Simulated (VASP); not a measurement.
VASP 6.6.1 run: PbSe

INCAR

```
ISIF = 2
NELM = 73
EDIFF = 1E-7
IBRION = -1
NBANDS = 17
NSW = 0
ISMEAR = -1
PREC = Accurate
LCHARG = .FALSE.
LWAVE = .FALSE.
GGA = PE
SIGMA = 0.02
LREAL = .FALSE.
LASPH = .TRUE.
ENCUT = 520
```

KPOINTS

```
KPOINTS created by Atomic Simulation Environment
0
Gamma
3 3 3
0 0 0
```

POSCAR

```
Pb Se
 1.0000000000000000
    -0.0423291588000000    3.0772600829000001    3.0772600829000001
     3.0772600829000001   -0.0423291588000000    3.0772600829000001
     3.0772600829000001    3.0772600829000001   -0.0423291588000000
 Pb  Se
   1   1
Cartesian
  0.0000000000000000  0.0000000000000000  0.0000000000000000
  3.0560955034999999  3.0560955034999999  3.0560955034999999
```

The recommended PBE PAW datasets give the neutral cell 20 valence electrons.

Command

```
mpirun -np 1 vasp_std
```

How does this run end, and what does it give?

It converged. Results: gap between bands v and c on the k mesh 1.92 eV; least direct gap on the k mesh 1.95 eV; pressure -0.4 GPa. Band v is the last that the valence electrons fill when counted band by band, and c is the next.

OSZICAR

```
N       E                     dE             d eps       ncg     rms          rms(c)
DAV:   1     0.160501117628E+03    0.16050E+03   -0.93895E+03   204   0.118E+03
DAV:   2     0.386402502736E+01   -0.15664E+03   -0.15250E+03   212   0.315E+02
DAV:   3    -0.829041049615E+01   -0.12154E+02   -0.12092E+02   268   0.908E+01
DAV:   4    -0.858744228797E+01   -0.29703E+00   -0.29679E+00   231   0.155E+01
DAV:   5    -0.859763694875E+01   -0.10195E-01   -0.10194E-01   286   0.290E+00    0.286E+00
DAV:   6    -0.830025267814E+01    0.29738E+00   -0.78462E-01   308   0.586E+00    0.163E+00
DAV:   7    -0.829610148606E+01    0.41512E-02   -0.11009E-01   239   0.157E+00    0.908E-01
DAV:   8    -0.829918018636E+01   -0.30787E-02   -0.12917E-02   210   0.114E+00    0.186E-01
DAV:   9    -0.829874367432E+01    0.43651E-03   -0.28015E-03   292   0.461E-01    0.464E-02
DAV:  10    -0.829881683117E+01   -0.73157E-04   -0.23833E-04   213   0.938E-02    0.138E-02
DAV:  11    -0.829882454472E+01   -0.77136E-05   -0.30141E-05   255   0.471E-02    0.416E-03
DAV:  12    -0.829882503000E+01   -0.48528E-06   -0.15147E-06   226   0.135E-02    0.137E-03
DAV:  13    -0.829882514243E+01   -0.11242E-06   -0.58583E-08   175   0.254E-03    0.473E-04
DAV:  14    -0.829882516776E+01   -0.25331E-07   -0.90572E-08   184   0.192E-03
   1 F= -.82988252E+01 E0= -.82988252E+01  d E =-.231411E-11
```

These settings aren't sound, so the numbers aren't properties of the crystal.

On sound settings PBE gives a gap of 0.29 eV on its mesh and a pressure of 0.5 GPa for the intended cell.
